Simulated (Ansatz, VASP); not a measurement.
One calculation of Pd, two programs

File INCAR:

```
SYSTEM = Pd
ALGO     = Fast           ! electronic algorithm
EDIFF    = 1E-6           ! SCF threshold, eV
EDIFFG   = -0.002         ! ionic threshold
ENCUT    = 600            ! plane-wave cutoff, eV
GGA      = CA             ! functional
IBRION   = 2              ! ionic algorithm
ISIF     = 3              ! what is computed and relaxed
ISMEAR   = 0              ! smearing method
LASPH    = .True.         ! aspherical terms in the spheres
LCHARG   = .False.        ! write CHGCAR
LREAL    = .False.        ! projectors in reciprocal space
LWAVE    = .False.        ! write WAVECAR
NELM     = 60             ! most SCF steps
NSW      = 100            ! ionic steps
PREC     = Accurate       ! precision mode
SIGMA    = 0.1            ! smearing width, eV
```

File KPOINTS:

```
k-points
0
Gamma
  16 16 16
  0 0 0
```

The input POSCAR:

```
Pd
1.0
    0.0000000000      1.9225314820      1.9225314820
    1.9225314820      0.0000000000      1.9225314820
    1.9225314820      1.9225314820      0.0000000000
Pd
1
Direct
    0.0000000000      0.0000000000      0.0000000000
```

Input for Ansatz:

```yaml
crystal:
  lattice:
    - [0.0, 1.922531482, 1.922531482]
    - [1.922531482, 0.0, 1.922531482]
    - [1.922531482, 1.922531482, 0.0]
  atoms:
    - { symbol: Pd, position: [0.0, 0.0, 0.0] }
basis:
  ecutwfc: 600.0
kpoints:
  mp_grid: { grid: [16, 16, 16] }
hamiltonian:
  xc: lda
  pseudopotentials: { kind: paw, azcp: { folder: soft_1 } }
scf:
  occupations: { method: gaussian, width: 0.1 }
output:
  forces: true
  stress: true
  eigenvalues: true
relax:
  adjacent_minimum: "off"
  f_tol: 0.002
  max_steps: 80
  cell: { stress_tol: 0.02 }
```

Alike in both runs: task relaxation of cell and atoms; functional LDA; k mesh 16 × 16 × 16; occupations gaussian, width 0.1 eV; no spin polarisation.

```csv
,VASP,Ansatz
version,VASP 6.6.1,Ansatz 0.2.0
potentials or method,"VASP PAW LDA potentials, release 64 (Pd)","scalar-relativistic, plane waves, PAW"
plane-wave cutoff (eV),600,600
valence electrons in the cell,10,18
```

|  | VASP | Ansatz | Ansatz less VASP |
| --- | --- | --- | --- |
| gap on the k mesh at the Fermi level, each at its own relaxed structure (eV) | none | none | - |
| relaxed volume (Å³/atom) | 14.17 | 14.15 | -0.021 |
| relaxed cell length with the largest relative difference (Å) | 2.716 | 2.715 | -0.0013 |

A gap of «none» marks a metal or a gap that the smearing closes. The two sets of potentials don't hold the same shells in valence. Ansatz warned: «pseudo_functional_mismatch».
